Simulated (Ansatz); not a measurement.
# N: the cost of one run

Method: DFT r2SCAN, scalar-relativistic, plane waves, PAW, in Ansatz 0.2.0.

## (1) The system as given

The structure is hexagonal, space group P6_3/mmc (No. 194). Conventional cell: a = 3.629 Å, b = 3.629 Å, c = 5.890 Å, α = 90.00°, β = 90.00°, γ = 120.00°. N (site symmetry -6m2) is surrounded by 12 N at 3.61 to 3.63 Å.

Coordinates:

```cif
data_structure
_symmetry_space_group_name_H-M 'P 1'
_symmetry_Int_Tables_number 1
_cell_length_a 3.6290
_cell_length_b 3.6290
_cell_length_c 5.8900
_cell_angle_alpha 90.000
_cell_angle_beta 90.000
_cell_angle_gamma 120.000
_cell_volume 67.18
loop_
_atom_site_label
_atom_site_type_symbol
_atom_site_fract_x
_atom_site_fract_y
_atom_site_fract_z
_atom_site_occupancy
N1 N 0.33333 0.66667 0.25000 1
N2 N 0.66667 0.33333 0.75000 1
```

The cell is taken as given, not relaxed at this level.

## (2) The reference cell

Reference values: F = -760.0597 eV; pressure 0.31 GPa; largest force 0.000 eV/Å; gap on the mesh 3.92 eV. It was computed beforehand with the settings of the runs below.

## (3) Setting up an energy map of one atom

Atom 1 (N) is moved by p along (0.000, 1.000, 0.000) and q along (0.000, 0.000, 1.000) (Å), all else fixed; its images in the other cells move with it. Points alike by symmetry are run once.

## (4) Point p = -0.200, q = -0.200

Contents of input.yaml:

```yaml
crystal:
  lattice:
    - [3.6290016496, 0.0, 0.0]
    - [-1.8145008248, 3.142807619, 0.0]
    - [0.0, 0.0, 5.89]
  atoms:
    - { symbol: "N", position: [0.3015146501, 0.6030293003, 0.2160441426], spin: 3.2 }
    - { symbol: "N", position: [0.6666666667, 0.3333333333, 0.75], spin: 3.2 }
basis:
  ecutwfc: 500
kpoints:
  mp_grid: { grid: [6, 6, 4] }
hamiltonian:
  xc: r2scan
scf:
  occupations: { method: gaussian, width: 0.05 }
output:
  forces: true
  stress: true
  eigenvalues: true
  populations: true
magnetization:
  spin_polarized: true
```

Command:

```bash
$ ansatz run input.yaml --threads 1 --pin off --max-ram 2560MiB --backend cpu --events-out ev --progress --plain --runs-dir out
```

What time and memory should one allow on 1 thread of Arm Neoverse V1, shared host?

About 25 s, with a peak of 0.48 GiB.
